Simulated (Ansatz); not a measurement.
AlRu under pressure

Computed with DFT r2SCAN, scalar-relativistic, plane waves, PAW (Ansatz). (500 eV cutoff, 14×14×14 k-mesh, Gaussian smearing of 0.10 eV, no spin polarisation)

The relaxed crystal:

```
Al Ru
1.0
     2.98250    0.00000    0.00000
     0.00000    2.98250    0.00000
     0.00000    0.00000    2.98250
Al Ru
1 1
Direct
  0.00000 0.00000 0.00000
  0.50000 0.50000 0.50000
```

Cell and atoms are relaxed at each pressure within the symmetry of the start, at zero temperature, so transitions that lower the symmetry aren't seen. The k-mesh given is that at zero pressure and may differ at others.

Problem. Give the structure at 90 GPa.

Solution.
```
Al Ru
1.0
     2.75117    0.00000    0.00000
     0.00000    2.75117    0.00000
     0.00000    0.00000    2.75117
Al Ru
1 1
Direct
  0.00000 0.00000 0.00000
  0.50000 0.50000 0.50000
```
The structure is cubic, space group Pm-3m (No. 221). The conventional cell has a = 2.751 Å, b = 2.751 Å, c = 2.751 Å, α = 90.00°, β = 90.00°, γ = 90.00°. Al (site symmetry m-3m) is surrounded by 8 Ru at 2.38 Å. Around Ru (site symmetry m-3m) lie 8 Al at 2.38 Å.